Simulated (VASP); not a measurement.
Write the native input for VASP 6.6.1 that does the following.

| Quantity | Value |
| --- | --- |
| Task | band structure |
| Functional | PBE |
| Dispersion | D3(BJ) |
| Potentials or basis | VASP PAW PBE potentials, release 64 (Se, Zr_sv) |
| Cutoff | 520 eV |
| k mesh | 9 × 9 × 1 |
| Occupations | gaussian, width 0.03 eV |
| Spin | spin-orbit coupling, no magnetisation |
| Dipole correction | yes |
| Further INCAR settings | ALGO = Normal; EDIFF = 1e-06; NBANDS = 66 |

The structure of ZrSe2 lies in POSCAR:

```
ZrSe2                                   
1.0
    3.7482233476      0.0000000000      0.0000000000
   -1.8741116738      3.2460566346      0.0000000000
    0.0000000000      0.0000000000     27.2880000000
  Se              Zr            
     4     2
Direct
     0.6666666699999979    0.3333333300000021    0.3304647046665417
     0.3333333300000021    0.6666666699999979    0.4474855965850323
     0.6666666699999979    0.3333333300000021    0.5525144034149677
     0.3333333300000021    0.6666666699999979    0.6695352953334583
     0.0000000000000000    0.0000000000000000    0.3890422897987669
     0.0000000000000000    0.0000000000000000    0.6109577102012330
```

These files were run (other wordings do the same):

INCAR

```
SYSTEM = ZrSe2
ALGO     = Normal         ! electronic algorithm
DIPOL    = 0.5 0.5 0.500
EDIFF    = 1E-6           ! SCF threshold, eV
ENCUT    = 520            ! plane-wave cutoff, eV
GGA      = PE             ! functional
GGA_COMPAT= .False.      
IDIPOL   = 3            
ISIF     = 2              ! what is computed and relaxed
ISMEAR   = 0              ! smearing method
IVDW     = 12             ! dispersion correction
KPAR     = 2            
LASPH    = .True.         ! aspherical terms in the spheres
LCHARG   = .False.        ! write CHGCAR
LDIPOL   = .True.       
LMAXMIX  = 4              ! l up to which the mixer works
LORBIT   = 11             ! projections on sites
LREAL    = .False.        ! projectors in reciprocal space
LSORBIT  = .True.         ! spin-orbit coupling
LVACPOTAV= .True.       
LVHAR    = .True.       
LWAVE    = .False.        ! write WAVECAR
MAGMOM   = 0 0 0 0 0 0 0 0 0 0 0 0 0 0 0 0 0 0 ! initial moments
NBANDS   = 66             ! bands
NELM     = 80             ! most SCF steps
PREC     = Accurate       ! precision mode
SIGMA    = 0.03           ! smearing width, eV
```

KPOINTS

```
k-points
0
Gamma
  9 9 1
  0 0 0
```

KPOINTS_OPT

```
explicit points
67
Reciprocal
 0.0000000000  0.0000000000  0.0000000000 1
 0.0357142900  0.0000000000  0.0000000000 1
 0.0714285700  0.0000000000  0.0000000000 1
 0.1071428600  0.0000000000  0.0000000000 1
 0.1428571400  0.0000000000  0.0000000000 1
 0.1785714300  0.0000000000  0.0000000000 1
 0.2142857100  0.0000000000  0.0000000000 1
 0.2500000000  0.0000000000  0.0000000000 1
 0.2857142900  0.0000000000  0.0000000000 1
 0.3214285700  0.0000000000  0.0000000000 1
 0.3571428600  0.0000000000  0.0000000000 1
 0.3928571400  0.0000000000  0.0000000000 1
 0.4285714300  0.0000000000  0.0000000000 1
 0.4642857100  0.0000000000  0.0000000000 1
 0.5000000000  0.0000000000  0.0000000000 1
 0.4791666700  0.0416666700  0.0000000000 1
 0.4583333300  0.0833333300  0.0000000000 1
 0.4375000000  0.1250000000  0.0000000000 1
 0.4166666700  0.1666666700  0.0000000000 1
 0.3958333300  0.2083333300  0.0000000000 1
 0.3750000000  0.2500000000  0.0000000000 1
 0.3541666700  0.2916666700  0.0000000000 1
 0.3333333300  0.3333333300  0.0000000000 1
 0.3137254900  0.3137254900  0.0000000000 1
 0.2941176500  0.2941176500  0.0000000000 1
 0.2745098000  0.2745098000  0.0000000000 1
 0.2549019600  0.2549019600  0.0000000000 1
 0.2352941200  0.2352941200  0.0000000000 1
 0.2156862700  0.2156862700  0.0000000000 1
 0.1960784300  0.1960784300  0.0000000000 1
 0.1764705900  0.1764705900  0.0000000000 1
 0.1568627500  0.1568627500  0.0000000000 1
 0.1372549000  0.1372549000  0.0000000000 1
 0.1176470600  0.1176470600  0.0000000000 1
 0.0980392200  0.0980392200  0.0000000000 1
 0.0784313700  0.0784313700  0.0000000000 1
 0.0588235300  0.0588235300  0.0000000000 1
 0.0392156900  0.0392156900  0.0000000000 1
 0.0196078400  0.0196078400  0.0000000000 1
 0.0000000000  0.0000000000  0.0000000000 1
 0.0000000000  0.0000000000  0.0000000000 1
 0.0072536500 -0.0036268200  0.0000000000 1
-0.0072536500  0.0036268200  0.0000000000 1
 0.0211564700 -0.0105782300  0.0000000000 1
-0.0211564700  0.0105782300  0.0000000000 1
 0.0000000000  0.0062818400  0.0000000000 1
-0.0000000000 -0.0062818400  0.0000000000 1
 0.0000000000  0.0183220400  0.0000000000 1
-0.0000000000 -0.0183220400  0.0000000000 1
 0.5000000000  0.0000000000  0.0000000000 1
 0.5072536500 -0.0036268200  0.0000000000 1
 0.4927463500  0.0036268200  0.0000000000 1
 0.5211564700 -0.0105782300  0.0000000000 1
 0.4788435300  0.0105782300  0.0000000000 1
 0.5000000000  0.0062818400  0.0000000000 1
 0.5000000000 -0.0062818400  0.0000000000 1
 0.5000000000  0.0183220400  0.0000000000 1
 0.5000000000 -0.0183220400  0.0000000000 1
 0.3333333300  0.3333333300  0.0000000000 1
 0.3405869800  0.3297065100  0.0000000000 1
 0.3260796800  0.3369601500  0.0000000000 1
 0.3544898000  0.3227551000  0.0000000000 1
 0.3121768600  0.3439115600  0.0000000000 1
 0.3333333300  0.3396151700  0.0000000000 1
 0.3333333300  0.3270514900  0.0000000000 1
 0.3333333300  0.3516553700  0.0000000000 1
 0.3333333300  0.3150112900  0.0000000000 1
```

Potentials or basis: VASP PAW PBE potentials, release 64 (Se, Zr_sv).

Command:

```sh
$ cat potpaw_PBE.64/Se/POTCAR potpaw_PBE.64/Zr_sv/POTCAR > POTCAR
$ mpirun -np 2 vasp_ncl > vasp.out
```

Results of the run:

```json
{"Largest force": "0.004 eV/Å", "Valence electrons inside the program's atomic spheres": "Se 3.89; Zr 9.65", "Dispersion energy per atom": "-0.335 eV", "Work function of the upper face": "5.27 eV", "Work function of the lower face": "5.27 eV"}
```

Wall time 22 min on 2 MPI ranks on Intel(R) Xeon(R) 6975P-C (Granite Rapids), with other jobs on the host, peak memory 1.3 GiB a rank.
